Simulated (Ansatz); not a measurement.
## Two inputs for Ge₃N₄

This input was run with Ansatz:

```yaml
crystal:
  lattice:
    - [0.0, 4.15455, 4.15455]
    - [4.15455, 0.0, 4.15455]
    - [4.15455, 4.15455, 0.0]
  atoms:
    - { symbol: Ge, position: [0.125, 0.125, 0.125] }
    - { symbol: Ge, position: [0.625, 0.125, 0.125] }
    - { symbol: Ge, position: [0.125, 0.125, 0.625] }
    - { symbol: Ge, position: [0.125, 0.625, 0.125] }
    - { symbol: Ge, position: [0.5, 0.5, 0.5] }
    - { symbol: Ge, position: [0.75, 0.75, 0.75] }
    - { symbol: "N", position: [0.8832, 0.8832, 0.8832] }
    - { symbol: "N", position: [0.8996, 0.3668, 0.3668] }
    - { symbol: "N", position: [0.8832, 0.8832, 0.3504] }
    - { symbol: "N", position: [0.3668, 0.8996, 0.3668] }
    - { symbol: "N", position: [0.3504, 0.8832, 0.8832] }
    - { symbol: "N", position: [0.3668, 0.3668, 0.3668] }
    - { symbol: "N", position: [0.8832, 0.3504, 0.8832] }
    - { symbol: "N", position: [0.3668, 0.3668, 0.8996] }
kpoints:
  mp_grid: { grid: [6, 6, 6] }
scf:
  occupations: { method: fermi_dirac, width: 0.02 }
  algorithm: density_mixing
hamiltonian:
  xc: pbe
  pseudopotentials: { kind: paw, frozen_core: stored }
output:
  forces: true
  stress: true
  populations: true
  efg: { quadrupole_moments_barn: { Ge: -0.196, "N": 0.02044 } }
  write_density: true
  write_potential: true
  elf: true
  volumetric_format: npy
```

It converged. Of its output the block on the nuclei alone is shown, without the SCF iterations, energies, forces and stress (one atom of each set):

```
--- PAW observables at the nuclei: V_zz in 10²¹ V/m², potentials from the cell's mean, atoms counted from 1 ---
  atom   1  Ge V_zz =    -0.852106   η = 0.0000   by run symmetry: allowed   C_q = +4.0383 MHz
            electrostatic potential = -4325.455111 V   contact ρ = none
  atom   5  Ge V_zz =    -0.000000   η = 0.0000   by run symmetry: forbidden   C_q = +0.0000 MHz
            electrostatic potential = -4324.916895 V   contact ρ = none
  atom   7  N  V_zz =    +4.366000   η = 0.0000   by run symmetry: allowed   C_q = +2.1578 MHz
            electrostatic potential = -519.567210 V   contact ρ = none
```

(1) Can these gradients be trusted, and how do they compare with a run on standard settings?

Answers

(1) They agree with the standard run. Against the standard input the change is `scf.algorithm`: not typed → density_mixing. A site carries the number of its first atom; V_zz in 10²¹ V/m².

```json
{"site": "Ge1", "atom": "1", "V_zz standard": "-0.85", "η standard": "0.00", "V_zz here": "-0.85", "η here": "0.00"}
{"site": "N", "atom": "7", "V_zz standard": "4.37", "η standard": "0.00", "V_zz here": "4.37", "η here": "0.00"}
```

All printed values agree. Sites without a gradient aren't listed. Mixing, solver and start steer the path to self-consistency, not the state that is reached here. SCF iterations: 7 and 7.
